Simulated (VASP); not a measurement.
Crystal: CaO (Lime).

```
CELL_PARAMETERS angstrom
0.00000 2.40650 2.40650
2.40650 0.00000 2.40650
2.40650 2.40650 0.00000
ATOMIC_POSITIONS crystal
Ca 0.00000 0.00000 0.00000
O 0.50000 0.50000 0.50000
```

| Item | Value |
| --- | --- |
| Program | VASP 6.6.1 |
| Task | relaxation of cell and atoms |
| Functional | PBEsol |
| Potentials or basis | VASP PAW PBE potentials, release 64 (Ca_sv, O) |
| Cutoff | 600 eV |
| k mesh | 10 × 10 × 10 |
| Occupations | gaussian, width 0.03 eV |
| Spin | no spin polarisation |

At the start: pressure -2.6 GPa; volume 13.94 Å³/atom.

**Question.** How do energy, volume and symmetry change on relaxing?

**Answer.** Over 3 steps the energy falls by 2.8 meV/atom and the volume is 13.61 Å³/atom (-2.4 %); space group Fm-3m (No. 225, to 0.05 Å).

The path:
| step | energy change (eV) | largest force (eV/Å) | pressure (GPa) | volume (Å³) |
| --- | --- | --- | --- | --- |
| 1 | 0.0000 | 0.0000 | -2.61 | 27.87 |
| 2 | -0.0047 | 0.0000 | 1.07 | 26.97 |
| 3 | -0.0055 | 0.0000 | 0.00 | 27.21 |

Final structure:
```cif
data_structure
_symmetry_space_group_name_H-M 'P 1'
_symmetry_Int_Tables_number 1
_cell_length_a 3.3762
_cell_length_b 3.3762
_cell_length_c 3.3762
_cell_angle_alpha 60.000
_cell_angle_beta 60.000
_cell_angle_gamma 60.000
_cell_volume 27.21
loop_
_atom_site_label
_atom_site_type_symbol
_atom_site_fract_x
_atom_site_fract_y
_atom_site_fract_z
_atom_site_occupancy
Ca1 Ca 0.00000 0.00000 0.00000 1
O1 O 0.50000 0.50000 0.50000 1
```

Caveat: the PAW data sets were made with another functional, which shifts forces and pressure a little.
